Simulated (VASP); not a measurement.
# MgO (P6_3/mmc) in VASP: a series of runs

One crystal, MgO, is run at these levels: PBE, r2SCAN; tasks: relaxation of cell and atoms, single point.

All numbers are computed with VASP 6.6.1; they aren't measurements. Logs are shortened: lines on timing, memory, paths and dates and some standing lists are left out, and cuts for length are marked.

## 1. The structure

It takes space group P6_3/mmc (No. 194, hexagonal). Conventional cell: a = 3.250 Å, b = 3.250 Å, c = 4.063 Å, α = 90.00°, β = 90.00°, γ = 120.00°. Mg (site symmetry -6m2) has 5 O at 1.88 to 2.03 Å as nearest neighbours. O (site symmetry -6m2) is surrounded by 5 Mg at 1.88 to 2.03 Å.

The cell was built by a generator and needn't be a form met in nature.

## 2. Relaxation of cell and atoms, PBE

Contents of INCAR:

```
  PREC = Accurate
  ENCUT = 600
  EDIFF = 1E-7
  ISMEAR = -1
  SIGMA = 0.02
  LREAL = False
  LASPH = True
  NELM = 100
  ALGO = Normal
  ISIF = 3
  LWAVE = False
  LCHARG = False
  GGA = PE
  IBRION = 2
  NSW = 80
  EDIFFG = -0.005
```

Contents of KPOINTS:

```
Automatic mesh
0
Gamma
  12 12 6
```

Contents of POSCAR:

```
MgO
1.0
    3.2503830519      0.0000000000      0.0000000000
   -1.6251915260      2.8149142950      0.0000000000
    0.0000000000      0.0000000000      4.0627629000
Mg O
2 2
Direct
    0.3333333333      0.6666666667      0.2500000000
    0.6666666667      0.3333333333      0.7500000000
    0.6666666667      0.3333333333      0.2500000000
    0.3333333333      0.6666666667      0.7500000000
```

Potentials or basis: VASP PAW PBE potentials, release 64 (Mg, O).

Command:

```sh
> cat potpaw_PBE.64/Mg/POTCAR potpaw_PBE.64/O/POTCAR > POTCAR
> mpirun -np 1 vasp_std > vasp.out
```

OUTCAR:

```text
PREC = Accurate
   ENCUT = 600
   EDIFF = 1E-7
   ISMEAR = -1
   LREAL = False
   LASPH = True
   NELM = 100
   ISIF = 3
   GGA = PE
   IBRION = 2
   NSW = 80
   EDIFFG = -0.005

 ion  position               nearest neighbor table
   1  0.333  0.667  0.250-   3 1.88   3 1.88   3 1.88   4 2.03   4 2.03   2 2.77   2 2.77   2 2.77
                             2 2.77   2 2.77   2 2.77
   2  0.667  0.333  0.750-   4 1.88   4 1.88   4 1.88   3 2.03   3 2.03   1 2.77   1 2.77   1 2.77
                             1 2.77   1 2.77   1 2.77
   3  0.667  0.333  0.250-   1 1.88   1 1.88   1 1.88   2 2.03   2 2.03
   4  0.333  0.667  0.750-   2 1.88   2 1.88   2 1.88   1 2.03   1 2.03

  LATTYP: Found a hexagonal cell.
 ALAT       =     3.2503830519
 C/A-ratio  =     1.2499335725

  Lattice vectors:

 A1 = (   3.2503830519,   0.0000000000,   0.0000000000)
 A2 = (  -1.6251915260,   2.8149142950,   0.0000000000)
 A3 = (   0.0000000000,   0.0000000000,   4.0627629000)

Analysis of symmetry for initial positions (statically):
=====================================================================
 Subroutine PRICEL returns:
 Original cell was already a primitive cell.

 Routine SETGRP: Setting up the symmetry group for a
 hexagonal supercell.

 Subroutine GETGRP returns: Found 24 space group operations
 (whereof 12 operations were pure point group operations)
 out of a pool of 24 trial point group operations.

The static configuration has the point symmetry D_3d.
 The point group associated with its full space group is D_6h.

Analysis of symmetry for dynamics (positions and initial velocities):
=====================================================================
 Subroutine PRICEL returns:
 Original cell was already a primitive cell.

 Routine SETGRP: Setting up the symmetry group for a
 hexagonal supercell.

 Subroutine GETGRP returns: Found 24 space group operations
 (whereof 12 operations were pure point group operations)
 out of a pool of 24 trial point group operations.

The dynamic configuration has the point symmetry D_3d.
 The point group associated with its full space group is D_6h.

 Subroutine INISYM returns: Found 24 space group operations
 (whereof 12 operations are pure point group operations),
 and found     1 'primitive' translations

----------------------------------------------------------------------------------------

                                     Primitive cell

  volume of cell :      37.1725

  direct lattice vectors                    reciprocal lattice vectors
     3.250383052  0.000000000  0.000000000     0.307656047  0.177625301  0.000000000
    -1.625191526  2.814914295  0.000000000     0.000000000  0.355250603  0.000000000
     0.000000000  0.000000000  4.062762900     0.000000000  0.000000000  0.246137918

  length of vectors
     3.250383052  3.250383052  4.062762900     0.355250603  0.355250603  0.246137918

  position of ions in fractional coordinates (direct lattice)
     0.333333333  0.666666667  0.250000000
     0.666666667  0.333333333  0.750000000
     0.666666667  0.333333333  0.250000000
     0.333333333  0.666666667  0.750000000

  ion indices of the primitive-cell ions
   primitive index   ion index
                 1           1
                 2           2
                 3           3
                 4           4

----------------------------------------------------------------------------------------

 KPOINTS: Automatic mesh

Automatic generation of k-mesh.
 Grid dimensions read from file:
 generate k-points for:   12   12    6

 Generating k-lattice:

  Cartesian coordinates                     Fractional coordinates (reciprocal lattice)
     0.025638004  0.014802108  0.000000000     0.083333333 -0.000000000  0.000000000
     0.000000000  0.029604217  0.000000000     0.000000000  0.083333333  0.000000000
     0.000000000  0.000000000  0.041022986     0.000000000  0.000000000  0.166666667

  Length of vectors
     0.029604217  0.029604217  0.041022986

  Shift w.r.t. Gamma in fractional coordinates (k-lattice)
     0.000000000  0.000000000  0.000000000

 Subroutine IBZKPT returns following result:
 ===========================================

 Found     76 irreducible k-points:

 Following reciprocal coordinates:
            Coordinates               Weight
  0.000000  0.000000  0.000000      1.000000
  0.083333 -0.000000  0.000000      6.000000
  0.166667 -0.000000  0.000000      6.000000
  0.250000  0.000000  0.000000      6.000000
  0.333333 -0.000000  0.000000      6.000000
  0.416667  0.000000  0.000000      6.000000
[... 16 lines left out ...]
  0.250000  0.000000  0.166667     12.000000
  0.333333 -0.000000  0.166667     12.000000
 [... further k-points ...]
   k-points           NKPTS =     76   k-points in BZ     NKDIM =     76   number of bands    NBANDS=     12
   number of dos      NEDOS =    301   number of ions     NIONS =      4
   total plane-waves  NPLWV =  25088
   dimension x,y,z NGX =    28 NGY =   28 NGZ =   32
   dimension x,y,z NGXF=    56 NGYF=   56 NGZF=   64
   ions per type =               2   2
   NGX,Y,Z   is equivalent  to a cutoff of  14.32, 14.32, 13.09 a.u.
   NGXF,Y,Z  is equivalent  to a cutoff of  28.64, 28.64, 26.19 a.u.
 SYSTEM =  unknown system
   PREC   = accura    normal or accurate (medium, high low for compatibility)
   ISTART =      0    job   : 0-new  1-cont  2-samecut
   ICHARG =      2    charge: 1-file 2-atom 10-const
   ISPIN  =      1    spin polarized calculation?
   LNONCOLLINEAR =      F non collinear calculations
   LSORBIT =      F    spin-orbit coupling
   LASPH  =      T    aspherical Exc in radial PAW
   ENCUT  =  600.0 eV  44.10 Ry    6.64 a.u.   6.49  6.49  8.11*2*pi/ulx,y,z
   NELM   =    100;   NELMIN=  2; NELMDL= -5     # of ELM steps
   EDIFF  = 0.1E-06   stopping-criterion for ELM
   LREAL  =      F    real-space projection
   EDIFFG = -.5E-02   stopping-criterion for IOM
   NSW    =     80    number of steps for IOM
   IBRION =      2    ionic relax: 0-MD 1-quasi-New 2-CG
   NFREE  =      1    steps in history (QN), initial steepest desc. (CG)
   ISIF   =      3    stress and relaxation
   ISYM   =      2    0-nonsym 1-usesym 2-fastsym
   POTIM  = 0.5000    time-step for ionic-motion
   TEBEG  =    0.0;   TEEND  =   0.0 temperature during run
   PSTRESS=    0.0 pullay stress
   NELECT =      16.0000    total number of electrons
   NUPDOWN=      -1.0000    fix difference up-down
   EMIN   =  10.00;   EMAX   =-10.00  energy-range for DOS
   EFERMI =   0.00;   METHOD = LEGACY
   ISMEAR =    -1;   SIGMA  =   0.02  broadening in eV -4-tet -1-fermi 0-gaus
   EFERMI_NEDOS =   21; number of points for ismear=-14 and -15
   IALGO  =     38    algorithm
   IMIX   =      4    mixing-type and parameters
     AMIX     =   0.40;   BMIX     =  1.00
     AMIX_MAG =   1.60;   BMIX_MAG =  1.00
  volume/ion in A,a.u.               =       9.29        62.71
  Fermi-wavevector in a.u.,A,eV,Ry     =   1.236064  2.335823 20.787731  1.527855
  Thomas-Fermi vector in A             =   2.370688
   LORBIT       =      0    0 simple, 1 ext, 2 COOP (PROOUT), +10 PAW based schemes
   GGA     = PE    functional components
   LHFCALC =     F    Hartree Fock is set to
   AEXX    =    0.0000 exact exchange contribution
   IVDW    =     0    specifies the selected vdW correction
   LEPSILON=     F    determine dielectric tensor
   LRPA    =     F    only Hartree local field effects (RPA)
 conjugate gradient relaxation of ions
 non-spin polarized calculation
  energy-cutoff  :      600.00
  volume of cell :       37.17
 maximum number of plane-waves:      1265
 NGX is ok and might be reduce to    28
   NGX = 13   NGY = 13   NGZ = 17

--------------------------------------- Ionic step        1  -------------------------------------------

 number of electron      16.0000001 magnetization

 Free energy of the ion-electron system (eV)
  ---------------------------------------------------
  ext. energy  EPLUGINS =         0.00000000
  ---------------------------------------------------
  free energy    TOTEN  =       -22.83251295 eV

  energy without entropy =      -22.83251295  energy(sigma->0) =      -22.83251295

 E-fermi :   3.6673     XC(G=0): -10.8573

 val. band max:        3.2793964051   @ k =   0.0000   0.0000   0.0000
 cond. band min:       7.6119617437   @ k =   0.0000   0.0000   0.0000
 fundamental gap:      4.3325653386
 Fermi energy:         3.6673272977

 k-point     1 :       0.0000    0.0000    0.0000
  band No.  band energies     occupation
      1     -14.5166      2.00000
      2     -12.7263      2.00000
      3      -1.1606      2.00000
      4       1.2313      2.00000
      5       1.2313      2.00000
      6       2.1455      2.00000
      7       2.1455      2.00000
      8       3.2794      2.00000
      9       7.6120      0.00000
     10      14.0431      0.00000
     11      16.5252      0.00000
     12      17.3247      0.00000
[... 964 lines left out ...]
 POSITION                                       TOTAL-FORCE (eV/Angst)
 -----------------------------------------------------------------------------------
     -0.00000      2.03118      1.05762        -0.000000     -0.000000      0.000000
      1.75905      1.01559      3.17287         0.000000     -0.000000      0.000000
      1.75905      1.01559      1.05762        -0.000000      0.000000     -0.000000
     -0.00000      2.03118      3.17287         0.000000     -0.000000      0.000000
 -----------------------------------------------------------------------------------
    total drift:                               -0.000000      0.000000      0.000000

  FREE ENERGIE OF THE ION-ELECTRON SYSTEM (eV)
  ---------------------------------------------------
  free  energy   TOTEN  =       -23.6681461599 eV

  energy  without entropy=      -23.6681461599  energy(sigma->0) =      -23.66814616

--------------------------------------- Ionic step        8  -------------------------------------------

 number of electron      15.9999991 magnetization

 Free energy of the ion-electron system (eV)
  ---------------------------------------------------
  ext. energy  EPLUGINS =         0.00000000
  ---------------------------------------------------
  free energy    TOTEN  =       -23.66815521 eV

  energy without entropy =      -23.66815521  energy(sigma->0) =      -23.66815521

 E-fermi :   2.2678     XC(G=0):  -9.9448

 val. band max:        1.8207022099   @ k =   0.0000   0.0000   0.0000
 cond. band min:       5.1047160780   @ k =   0.0000   0.0000   0.0000
 fundamental gap:      3.2840138681
 Fermi energy:         2.2677568437

 k-point     1 :       0.0000    0.0000    0.0000
  band No.  band energies     occupation
      1     -14.9927      2.00000
      2     -13.6735      2.00000
      3      -1.7282      2.00000
      4       0.1412      2.00000
      5       0.1412      2.00000
      6       1.0445      2.00000
      7       1.0445      2.00000
      8       1.8207      2.00000
      9       5.1047      0.00000
     10      11.0501      0.00000
     11      13.8085      0.00000
     12      14.1822      0.00000
[... 367 lines left out ...]
 POSITION                                       TOTAL-FORCE (eV/Angst)
 -----------------------------------------------------------------------------------
     -0.00000      2.03034      1.05743         0.000000      0.000000      0.000000
      1.75833      1.01517      3.17228        -0.000000     -0.000000      0.000000
      1.75833      1.01517      1.05743         0.000000     -0.000000     -0.000000
     -0.00000      2.03034      3.17228        -0.000000      0.000000      0.000000
 -----------------------------------------------------------------------------------
    total drift:                               -0.000000      0.000000      0.000000

  FREE ENERGIE OF THE ION-ELECTRON SYSTEM (eV)
  ---------------------------------------------------
  free  energy   TOTEN  =       -23.6681552078 eV

  energy  without entropy=      -23.6681552078  energy(sigma->0) =      -23.66815521

 reached required accuracy - stopping structural energy minimisation
```

Run time: 98 s. Hardware: 1 thread of AMD EPYC 9R14 (Zen 4), shared host; peak memory 0.16 GiB.

Results:

```
Free energy                            : -23.6682 eV
Relaxed volume                         : 11.33 Å³/atom
Relaxed cell                           : a = 3.517 Å, b = 3.517 Å, c = 4.230 Å, α = 90.00°, β = 90.00°, γ = 120.00°
Space group after relaxing (to 0.05 Å) : P6_3/mmc (No. 194)
Energy gained by relaxing              : 208.9 meV/atom
Ionic steps                            : 8
Pressure after relaxing                : 0.0 GPa
Band gap on the k mesh                 : 3.28 eV, direct
```

The path:
```
step  energy change (eV)  largest force (eV/Å)  pressure (GPa)  volume (Å³)
   1              0.0000                0.0000           37.70        37.17
   2             -0.6591                0.0000          -10.63        50.20
   3             -0.8319                0.0000            0.03        45.30
   4             -0.8319                0.0000           -0.45        45.48
   5             -0.8347                0.0000           -0.29        45.41
   6             -0.8356                0.0000           -0.10        45.35
   7             -0.8356                0.0000           -0.09        45.35
   8             -0.8356                0.0000            0.04        45.30
```

Final structure:
```
CELL_PARAMETERS angstrom
3.51665 0.00000 0.00000
-1.75833 3.04551 0.00000
0.00000 0.00000 4.22970
ATOMIC_POSITIONS crystal
Mg 0.33333 0.66667 0.25000
Mg 0.66667 0.33333 0.75000
O 0.66667 0.33333 0.25000
O 0.33333 0.66667 0.75000
```

Levels at points of the mesh, in eV from the valence-band top:
```csv
k point,band 6,band 7,band 8,band 9,band 10,band 11
"(0.00, 0.00, 0.00)",-0.78,-0.78,0.00,3.28,9.23,11.99
"(0.50, 0.00, 0.00)",-1.93,-1.26,-0.52,6.92,8.78,9.75
"(0.00, 0.00, 0.50)",-1.25,-1.25,-1.25,6.30,6.30,12.72
"(0.50, 0.00, 0.50)",-1.49,-0.79,-0.79,7.22,7.22,11.64
```

Caveat: the volume moved by over 15 % at a fixed basis, so the end points are rough. A k mesh can miss the band edges.

## 3. Single point, r2SCAN

This run uses another cell than the first one, of 11.00 Å³/atom, 1.184 times its volume.

Contents of POSCAR:

```
MgO
1.0
    3.4840197800      0.0000000000      0.0000000000
   -1.7420098900      3.0172496368      0.0000000000
    0.0000000000      0.0000000000      4.1853204555
Mg O
2 2
Direct
    0.3333333333      0.6666666667      0.2500000000
    0.6666666667      0.3333333333      0.7500000000
    0.6666666667      0.3333333333      0.2500000000
    0.3333333333      0.6666666667      0.7500000000
```

Contents of INCAR.step1:

```
SYSTEM = MgO
PREC = Accurate ; ENCUT = 520
ISMEAR = -1 ; SIGMA = 0.02
LREAL = .False. ; LASPH = .True.
NELM = 100 ; NBANDS = 16
GGA = PE ; ALGO = Normal
EDIFF = 1E-4 ; LWAVE = .True.
LCHARG = .False.
```

Contents of INCAR.step2:

```
SYSTEM = MgO
PREC = Accurate ; ENCUT = 520
EDIFF = 1E-6 ; ISMEAR = -1
SIGMA = 0.02 ; LREAL = .False.
LASPH = .True. ; NELM = 100
ALGO = Normal ; ISIF = 2
LWAVE = .False. ; LCHARG = .False.
METAGGA = R2SCAN ; LMIXTAU = .True.
NBANDS = 16 ; ISTART = 1
```

Contents of KPOINTS:

```
regular mesh
0
Gamma
  12 12 6
  0 0 0
```

Potentials or basis: VASP PAW PBE potentials, release 64 (Mg, O).

Command:

```sh
> cat potpaw_PBE.64/Mg/POTCAR potpaw_PBE.64/O/POTCAR > POTCAR
> cp INCAR.step1 INCAR
> mpirun -np 1 vasp_std > vasp.out
> cp INCAR.step2 INCAR
> mpirun -np 1 vasp_std > vasp.out
```

It took 1.8 min on 1 thread of AMD EPYC 9R14 (Zen 4), shared host; peak memory 0.17 GiB.

The run converged. Its results:

| Quantity | Value |
| --- | --- |
| Free energy | -32.0699 eV |
| Pressure | -0.8 GPa |
| Band gap on the k mesh | 4.08 eV, direct |

Stress tensor (GPa, compression positive):
```
-0.66  0.00  0.00
 0.00 -0.66  0.00
 0.00  0.00 -0.96
```

Levels at points of the mesh, in eV from the valence-band top:
```tsv
k point	band 4	band 5	band 6	band 7	band 8	band 9	band 10	band 11	band 12	band 13
(0.00, 0.00, 0.00)	-1.77	-1.77	-0.84	-0.84	0.00	4.08	10.38	13.16	13.47	13.47
(0.50, 0.00, 0.00)	-2.40	-2.38	-1.97	-1.31	-0.54	7.66	10.01	10.62	13.27	13.94
(0.00, 0.00, 0.50)	-2.42	-1.32	-1.32	-1.32	-1.32	7.14	7.14	13.85	13.85	13.85
(0.50, 0.00, 0.50)	-3.88	-1.56	-1.56	-0.83	-0.83	8.03	8.03	13.02	13.02	15.15
```

Caveat: the PAW data sets were made with another functional, which shifts forces and pressure a little.
